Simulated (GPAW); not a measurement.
Runs of GPAW 26.7.0 on SnSe. It takes space group Fm-3m (No. 225, cubic). The conventional cell has a = 6.020 Å, b = 6.020 Å, c = 6.020 Å, α = 90.00°, β = 90.00°, γ = 90.00°. Sn (site symmetry m-3m) has 6 Se at 3.01 Å as nearest neighbours. Se (site symmetry m-3m) has 6 Sn at 3.01 Å as nearest neighbours. Measurements of this composition are mostly on another form, of space group No. 62.

```csv
task,level,potentials or basis,spin,k mesh,cutoff (eV),maxiter,hybrids on these orbitals,oneshot functional,ranks,band path,mesh quality,pressure (GPa)
one-shot levels of the hybrid HSE06,LDA,"the program's PAW data sets (release 1.2.1) made for this functional, pw",off,5 × 5 × 5,500,150,"["HSE06", "HSE03", "PBE0"]",HSE06,-,-,coarse,-4.0
band structure,r2SCAN,"GPAW PAW data sets (gpaw-data 1.2.1), pw","SOC, no magnetisation",6 × 6 × 6,600,150,-,-,-,"GXWKGLUWLK,UX",not flagged,-0.5
band structure,LDA,"the program's PAW data sets (release 1.2.1) made for this functional, pw","SOC, no magnetisation",6 × 6 × 6,600,150,-,-,-,"GXWKGLUWLK,UX",not flagged,(a)
band structure,PBE,"PAW data sets generated in the run's folder for this functional, pw",off,6 × 6 × 6,600,150,-,-,-,"GXWKGLUWLK,UX",not flagged,0.4
```

Alike in all rows: cell as given; smearing fermi-dirac 0.05 eV.

Fill in the values left out.

(a) -3.8.

Caveats: spin-orbit coupling was added after a scalar SCF, so levels and gaps hold it while energy, forces, pressure and moments don't (some runs); this program's spin-orbit splittings come out too wide for heavy elements (some runs); the cutoff is short for stress and forces, so pressures can be off by a GPa or more (some runs); energy and the plain gap are those of the semilocal run (some runs); the hybrids' values are one shot on its orbitals and mesh (some runs); the PAW data sets were made with another functional, which shifts forces and pressure a little (some runs); spin-orbit coupling is left out, which moves the levels of the heavy elements (some runs).
